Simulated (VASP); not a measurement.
**BaTiO3: band structure with PBE0**

BaTiO3:

```
CELL_PARAMETERS angstrom
3.96714 0.00000 0.00000
0.00000 3.96714 0.00000
0.00000 0.00000 4.06567
ATOMIC_POSITIONS crystal
Ba 0.00000 0.00000 0.99860
Ti 0.50000 0.50000 0.48193
O 0.50000 0.50000 0.02910
O 0.50000 0.00000 0.51669
O 0.00000 0.50000 0.51669
```

```json
{
 "Program": "VASP 6.6.1",
 "Task": "band structure",
 "Functional": "PBE0",
 "Potentials or basis": "VASP PAW PBE potentials, release 64 (Ba_sv, Ti_sv, O)",
 "Cutoff": "520 eV",
 "k mesh": "4 × 4 × 4",
 "Occupations": "gaussian, width 0.03 eV",
 "Spin": "no spin polarisation",
 "Grid for exact exchange (PRECFOCK)": "Fast",
 "Exchange at q = 0": "truncated",
 "Further INCAR settings": "ALGO = Normal; EDIFF = 1e-06; NBANDS = 28"
}
```

```json
{
 "Pressure": "0.9 GPa",
 "Largest force": "0.292 eV/Å",
 "Band gap on the k mesh": "4.00 eV, indirect (least direct gap 4.40 eV)",
 "Band gap along the path": "4.00 eV, indirect (least direct gap 4.40 eV)"
}
```

Forces in eV/Å, atoms in the order of the input:
```
Ba   0.000  0.000  0.005
Ti   0.000  0.000 -0.248
O    0.000  0.000  0.292
O    0.000  0.000 -0.024
O    0.000  0.000 -0.024
```

Stress tensor (GPa, compression positive):
```
0.94 0.00 0.00
0.00 0.94 0.00
0.00 0.00 0.67
```

Levels at points of the mesh, in eV from the valence-band top:
```csv
k point,band 18,band 19,band 20,band 21,band 22,band 23
"(0.00, 0.00, 0.00)",-0.55,-0.40,-0.40,4.00,4.38,4.38
"(0.50, 0.00, 0.00)",-1.83,-1.29,-1.12,4.53,5.95,6.00
"(0.50, 0.50, 0.00)",-1.10,-1.10,-0.08,6.04,6.04,6.52
"(0.00, 0.00, 0.50)",-2.13,-0.77,-0.77,4.17,5.94,5.94
"(0.50, 0.00, 0.50)",-1.08,-1.04,-0.33,5.96,5.99,6.39
"(0.50, 0.50, 0.50)",-0.25,-0.25,0.00,6.67,6.67,6.76
```

It took 13 min on 4 MPI ranks on Intel(R) Xeon(R) Platinum 8488C (Sapphire Rapids) (shared host), peak memory 0.24 GiB a rank.

Caveat: the PAW data sets were made with another functional, which shifts forces and pressure a little; spin-orbit coupling is left out, which moves the levels of the heavy elements.
